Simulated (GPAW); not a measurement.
Wanted: an ASE script for a GPAW 26.7.0 run.

```
Task                : single point
Functional          : LDA
Potentials or basis : the program's PAW data sets (release 1.2.1) made for this functional
Cutoff              : 600 eV
Basis               : pw
k mesh              : 8 × 8 × 8
Occupations         : gaussian, width 0.05 eV
Spin                : no spin polarisation
Maxiter             : 150
```

The structure of GaAs lies in GaAs.xyz:

```xyz
2
Lattice="0.0000000000 2.8268500000 2.8268500000 2.8268500000 0.0000000000 2.8268500000 2.8268500000 2.8268500000 0.0000000000" Properties=species:S:1:pos:R:3 pbc="T T T"
As     4.2402750000      4.2402750000      4.2402750000
Ga     0.0000000000      0.0000000000      0.0000000000
```

The input as run:

run.py

```python
from ase.dft.bandgap import bandgap
from ase.io import read, write
from ase.units import GPa
from gpaw import GPAW, PW

atoms = read('GaAs.xyz')

calc = GPAW(mode=PW(600),
            xc='LDA',
            kpts={'size': (8, 8, 8), 'gamma': True},
            occupations={'name': 'methfessel-paxton', 'order': 0, 'width': 0.05},
            nbands=11,
            convergence={'density': 1e-05, 'energy': 1e-05},
            maxiter=150,
            txt='gpaw.txt')
atoms.calc = calc
energy = atoms.get_potential_energy()
forces = atoms.get_forces()
stress = atoms.get_stress()
calc.write('gs.gpw')
write('result.traj', atoms)
print(f'Energy: {energy:.6f} eV')
print('Forces (eV/A):')
print(forces.round(4))
print('Stress (GPa):', (stress / GPa).round(3))
print('Fermi level:', round(calc.get_fermi_level(), 4), 'eV')
print(f'Gap: {bandgap(calc)[0]:.4f} eV, direct: {bandgap(calc, direct=True)[0]:.4f} eV')
```

Potentials or basis: the program's PAW data sets (release 1.2.1) made for this functional, pw.

Command:

```console
$ OMP_NUM_THREADS=1 python run.py
```

It gave:

- Pressure: -0.9 GPa
- Band gap on the k mesh: 0.36 eV, direct

Run time: 9.6 s on 1 thread of Arm Neoverse V1, with other jobs on the host, peak memory 0.15 GiB.
